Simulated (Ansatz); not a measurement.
A single-point run of Ansatz (plane waves, PAW) on GaSb built on the zincblende prototype, with the lines that name the functional removed. The cell was relaxed with r2SCAN and then strained, so it isn't that functional's minimum.

```
Ga Sb
1.0
     0.00000    3.06588    3.06588
     3.06588    0.00000    3.06588
     3.06588    3.06588    0.00000
Ga Sb
1 1
Direct
  0.00000 0.00000 0.00000
  0.25000 0.25000 0.25000
```

```
Pseudopotential: Ga, paw, valence charge 13, recommended cutoff 420 eV
Pseudopotential: Sb, paw, valence charge 15, recommended cutoff 420 eV
Crystal: 2 atoms, lattice volume = 57.636 Å³
Basis set: ecut = 420 eV, 1139 PW (Γ)
Bands: 18, of which v1, the nominal top of the filled ones, is band 14 counted from 1 (13 counted from 0)
Symmetry: 24 space group operations
Space group: F-43m (ITA 216)
k-points: 16 of 216 (time reversal used)
[warm-up without exact exchange]
SCF 1 converged in 7 iterations: F = -10267.795905 eV  dr2 = 1.62e-10
[exact exchange on]
preconditioner: auto → none  [insulator: Δε(μ)=0.643 eV  σ=0.020 eV  ℏωp=20.8 eV]
SCF 2 stopped early in 7 iterations: F = -10272.656918 eV  dr2 = 1.83e-7
hybrid outer 1: dexx = +1.067e-2 eV, tail = 4.86e-5 eV
SCF 3 converged in 4 iterations: F = -10272.656785 eV  dr2 = 3.00e-9
hybrid outer 2: dexx = +8.322e-7 eV, tail = 3.17e-8 eV, Δε = 2.59e-3 eV
hybrid SCF converged: 2 outer / 11 inner (+7 warm-up)
Free energy (F): -10272.656785 eV
Fermi energy:    7.681508 eV
--- Per-component energies (eV) ---
  E_band       = -325.466104
  E_kinetic    = 321.724525
  E_local      = -3926.274420
  E_nonlocal   = 788.554567
  E_hartree    = 1811.386837
  E_xc         = -166.219317
  E_vxc        = -123.508691
  E_exx        = -88.664678
  E_paw        = -6524.978103
  E_vpaw       = -831.406783
  E_ewald      = -2488.323625
  E_core_change = 0.137557
--- Stress (GPa, compression-positive) ---
        0.184131       0.000000       0.000000
        0.000000       0.184131       0.000000
        0.000000       0.000000       0.184131
  P = ⅓ Tr σ = 0.1841 GPa (1.841 kbar)
--- Band table (eV; the first three rows and the last of 16) ---
  k-point 0: bands = […, -10.3855, -10.3855, -5.2785, 7.2848, 7.2848, 7.2848, 8.0563, 10.7218, 10.7218, 10.7218]
  k-point 1: bands = […, -10.3860, -10.3860, -4.9690, 4.5186, 6.8665, 6.8665, 8.9473, 11.2938, 11.2938, 11.9578]
  k-point 2: bands = […, -10.3863, -10.3863, -4.1405, 1.7336, 6.2797, 6.2797, 8.4970, 11.7597, 11.7597, 14.5950]
  k-point 15: bands = […, -10.3926, -10.3854, -2.5290, 0.0328, 3.8668, 4.0653, 10.5045, 10.7341, 14.2339, 14.2749]
```

The file bands.tsv (bands near the Fermi energy, numbered from 0, rounded):
```tsv
# k_distance	band_9	band_10	band_11	band_12	band_13	band_14	band_15	band_16	band_17
# fermi_ev = 7.681516
# [0, 0, 0] at k_distance = 0.000000
# [-0.5, -0.5, 0] at k_distance = 1.024696
# [-0.375, -0.375, 0.25] at k_distance = 1.386980
# [-0.375, 0, 0.375] at k_distance = 2.014476
# [0, 0, 0.5] at k_distance = 2.641971
# [-0.5, -0.25, 0.25] at k_distance = 3.366540
# levels_relative_to = fermi_ev
0.000	-18.067	-12.960	-0.397	-0.397	-0.397	0.375	3.040	3.040	3.040
1.025	-18.065	-10.246	-7.764	-3.170	-3.170	1.049	1.380	9.446	9.446
1.387	-18.067	-10.320	-7.557	-4.276	-2.751	1.577	4.202	7.176	7.385
2.014	-18.067	-10.320	-7.557	-4.276	-2.751	1.577	4.202	7.176	7.385
2.642	-18.068	-11.167	-7.286	-1.631	-1.631	0.610	4.046	4.046	6.831
3.367	-18.068	-10.198	-7.606	-3.996	-3.741	4.093	4.560	4.840	5.065
```
In order the rows are Γ, X, U, K, L, W.

Question: Which functional gave these numbers?
A. r2SCAN0
B. LC-ωPBE
C. r2SCANh
D. HSE06

Answer: D. HSE06. The exchange loop and the term E_exx show exact exchange. With HSE06 the gap is 0.77 eV and direct, at Γ. Among hybrids the size of the gap and of E_exx follows the share and range of exact exchange. The stress of a hybrid is loosely converged here. Within one family of functionals the choice rests on the size of the gap and stress, not on a line of the log.

It took 30 s on 1 × NVIDIA H100 80GB HBM3 with 2 threads of AMD EPYC 7R13 Processor (Zen 3), with other jobs on the host, load about 0.7 per core; peak host memory 2.7 GiB.

Spin-unpolarised throughout; all numbers are computed.

Spin-orbit coupling is left out, which matters wherever the heavy atoms make up the band edges.

The meshes of the hybrids are coarse, so their gaps aren't converged to the digits shown.
